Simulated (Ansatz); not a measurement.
Runs of Ansatz 0.2.0 on ScAl3. It takes space group Pm-3m (No. 221, cubic). Conventional cell: a = 4.088 Å, b = 4.088 Å, c = 4.088 Å, α = 90.00°, β = 90.00°, γ = 90.00°. Around Sc (site symmetry m-3m) lie 12 Al at 2.89 Å. Around Al (site symmetry 4/mmm) lie 4 Sc at 2.89 Å and 8 Al at 2.89 Å. The cell is a database's computed one.

```tsv
task	level	k mesh	cutoff (eV)	smearing	points for each segment of the path	mesh quality	gap on the mesh (eV)	pressure (GPa)
single point	PBE	7 × 7 × 7	420	gaussian 0.02 eV	-	not flagged	none	1.1
band structure	r2SCAN	7 × 7 × 7	500	fermi-dirac 0.05 eV	14	not flagged	none	-0.2
single point	PBE	7 × 7 × 7	420	gaussian 0.022 eV	-	not flagged	none	1.1
single point	r2SCANh	4 × 4 × 4	500	fermi-dirac 0.05 eV	-	coarse	none	(a)
single point	PBE	7 × 7 × 7	420	gaussian 0.014 eV	-	not flagged	none	1.1
```

Alike in all rows: potentials or basis Ansatz PAW; no spin polarisation; cell as given.

Question: Estimate the missing entries.

Answer: (a) -0.5.

Caveats: some runs use coarse meshes; the PAW data sets come from PBE, with cores solved anew for the run's functional, which leaves a small shift of forces and pressure (some runs); the thresholds are loose for stress (some runs).

A gap of «none» marks a metal or a gap under the smearing width.
